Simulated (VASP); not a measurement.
The system is P.

```
P
1.0
     1.64774   -5.46504    0.00000
     1.64774    5.46504    0.00000
     0.00000    0.00000    4.54364
P
4
Cartesian
  1.6477 -4.4173 2.6754
  1.6477 4.4173 1.8683
  1.6477 -1.0477 0.4035
  1.6477 1.0477 4.1401
```

* Program: VASP 6.6.1
* Task: single point
* Functional: PBEsol
* Potentials or basis: VASP PAW PBE potentials, release 64 (P)
* Cutoff: 520 eV
* k mesh: 8 × 8 × 6
* Occupations: fermi-dirac, width 0.05 eV
* Spin: no spin polarisation

On this cell: pressure -0.7 GPa; largest force 0.277 eV/Å; band gap on the k mesh 0.02 eV, direct.

The same run follows on a disturbed copy (atoms moved at random, drawn with an rms of 0.05 Å):

```
CELL_PARAMETERS angstrom
1.64774 -5.46504 0.00000
1.64774 5.46504 0.00000
0.00000 0.00000 4.54364
ATOMIC_POSITIONS crystal
P 0.91262 0.10718 0.59324
P 0.09423 0.90635 0.41410
P 0.59181 0.40672 0.09350
P 0.40068 0.58277 0.90595
```

Question: What does the disturbed cell give?

Answer: The energy moves by +22.2 meV/atom; pressure 1.3 GPa; largest force 1.389 eV/Å; band gap on the k mesh 0.24 eV, direct.

Forces in eV/Å, atoms in the order of the input:
```
P   -0.738 -0.031 -0.679
P   -0.026  0.004  0.167
P    0.036 -0.883 -0.245
P    0.728  0.909  0.758
```

Stress tensor (GPa, compression positive):
```
-0.07 -0.13  1.73
-0.13  2.27  0.14
 1.73  0.14  1.56
```

Caveats: the PAW data sets were made with another functional, which shifts forces and pressure a little.

A k mesh can miss the band edges.
